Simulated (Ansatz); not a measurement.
**BaS (Fm-3m), a vibration from a frozen displacement**

All numbers below come from DFT LDA, scalar-relativistic, plane waves, PAW in Ansatz. The runs took a 420 eV cutoff, a Γ-centred 8×8×8 mesh and Gaussian smearing (0.05 eV). Spin–orbit coupling is left out, which matters for the heavy elements here. No spin polarisation. Energies are free energies at this smearing, counted from the undisturbed cell; pressure is positive in compression.

The starting cell (as given, not relaxed at this level; it stands at -2.5 GPa):

```yaml
crystal:
  lattice:
    - [0.00000, 3.19375, 3.19375]
    - [3.19375, 0.00000, 3.19375]
    - [3.19375, 3.19375, 0.00000]
  atoms:
    - { symbol: Ba, position: [0.00000, 0.00000, 0.00000] }
    - { symbol: S, position: [0.50000, 0.50000, 0.50000] }
```

Every S atom is moved by x along the Cartesian unit vector (0.707, -0.707, 0.000); the cell and all other atoms stay fixed. The cell's volume is 65.15 Å³; the moved atoms weigh 32.060 u together and the others 137.327 u. Some rows repeat others by symmetry and weren't run.

| x (Å) | ΔE (meV/cell) | total force on the moved atoms along the move (eV/Å) | pressure (GPa) |
| --- | --- | --- | --- |
| -0.5000 | 251.28 | 1.1476 | 0.1134 |
| -0.4375 | 185.81 | 0.9506 | -0.5195 |
| -0.3750 | 132.07 | 0.7719 | -1.0578 |
| -0.3125 | 88.96 | 0.6105 | -1.5038 |
| -0.2500 | 55.42 | 0.4654 | -1.8610 |
| -0.1875 | 30.48 | 0.3349 | -2.1328 |
| -0.1250 | 13.32 | 0.2161 | -2.3231 |
| -0.0625 | 3.29 | 0.1058 | -2.4356 |
| 0.0000 | 0.00 | 0.0000 | -2.4728 |
| 0.0625 | 3.29 | -0.1058 | -2.4356 |
| 0.1250 | 13.32 | -0.2161 | -2.3231 |
| 0.1875 | 30.48 | -0.3349 | -2.1328 |
| 0.2500 | 55.42 | -0.4654 | -1.8610 |
| 0.3125 | 88.96 | -0.6105 | -1.5038 |
| 0.3750 | 132.07 | -0.7719 | -1.0578 |
| 0.4375 | 185.81 | -0.9506 | -0.5195 |
| 0.5000 | 251.28 | -1.1476 | 0.1134 |

**Question.** What frequency belongs to this motion?

**Answer.** The force constant is k = −dF/dx = 1.693 eV/Å², from the parabola through x = -0.0625, 0 and 0.0625. In every cell the moved atoms swing against the rest, so the mass is μ = m₁m₂/(m₁ + m₂) = 25.992 u, and ν̃ = 521.5 cm⁻¹ × √(|k|/μ) = 133 cm⁻¹, at this cell's pressure of -2.5 GPa. To first order in x, and within 1 %, the force on every atom lies along the move and, within each of the two groups, in proportion to the atom's mass, so this is itself a mode at the zone centre of this cell, taken without macroscopic field (the transverse frequency in a polar insulator).

**Question.** How far does the harmonic law reach?

**Answer.** At x = -0.500 Å, kx²/2 = 211.57 meV against the computed 251.28 meV (+18.8 %): the well stiffens in this direction at large amplitude.

**Question.** The pressure changes with x². What does that say about the frequency under compression?

**Answer.** With E = k(V)x²/2, k ∝ V^(−2γ) and x scaling with the cell as V^(1/3), P − P0 = −∂E/∂V = (2γ − 2/3) ΔE/V. At x = 0.1250 Å, V(P − P0) = 65.15 × 0.14967 / 160.2 eV = 60.86 meV and ΔE = 13.32 meV, so γ = 1/3 + V(P − P0)/(2ΔE) = 2.62. This is the Grüneisen parameter of the motion under uniform scaling of the cell: shrinking the cell evenly by 1 % in volume raises the frequency by about 2.62 %.